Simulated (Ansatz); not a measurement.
Relaxed-ion elastic tensor of Li3N in space group P6/mmm (No. 191; Li on 1b, Li on 2c, N on 1a) in GPa (Voigt order), r²SCAN (plane waves, PAW; program Ansatz); density 1.33 g/cm³, 10.88 Å³ per atom.

```
 133  31.0   6.8   0.0   0.0   0.0
31.0   133   6.8   0.0   0.0   0.0
 6.8   6.8   152   0.0   0.0   0.0
 0.0   0.0   0.0  18.3   0.0   0.0
 0.0   0.0   0.0   0.0  18.3   0.0
 0.0   0.0   0.0   0.0   0.0  50.8
```

Problem. Is the crystal mechanically stable?

Solution. Yes: the smallest eigenvalue of C is 18.3 GPa.

Problem. Work out the Voigt, Reuss and Hill averages.

Solution. K_V = 56.3, K_R = 56.3, K_H = 56.3; G_V = 42.3, G_R = 30.8, G_H = 36.6 GPa.

Problem. Give Young's modulus, Poisson's ratio, Pugh's ratio and the universal anisotropy index.

Solution. E = 9KG/(3K + G) = 90.2 GPa; ν = 0.23; K/G = 1.54 (brittle by the Pugh limit of 1.75); A_U = 5G_V/G_R + K_V/K_R − 6 = 1.87.

Problem. Estimate the sound speeds and the Debye temperature.

Solution. v_l = √((K + 4G/3)/ρ) = 8890 m/s, v_t = √(G/ρ) = 5250 m/s, mean 5810 m/s; Θ = (h/k)(3n/4πV)^(1/3) v_m = 781 K.

Problem. How much does each axis shrink under pressure?

Solution. Linear compressibilities β_i = Σ_j S_ij (j = 1 to 3): x 5.9, y 5.9, z 6.0 per TPa.

The cell was relaxed with r²SCAN under the symmetry of its start; phonons on a q-mesh show weakly imaginary modes.

Potentials: the later of the program's two PAW sets.
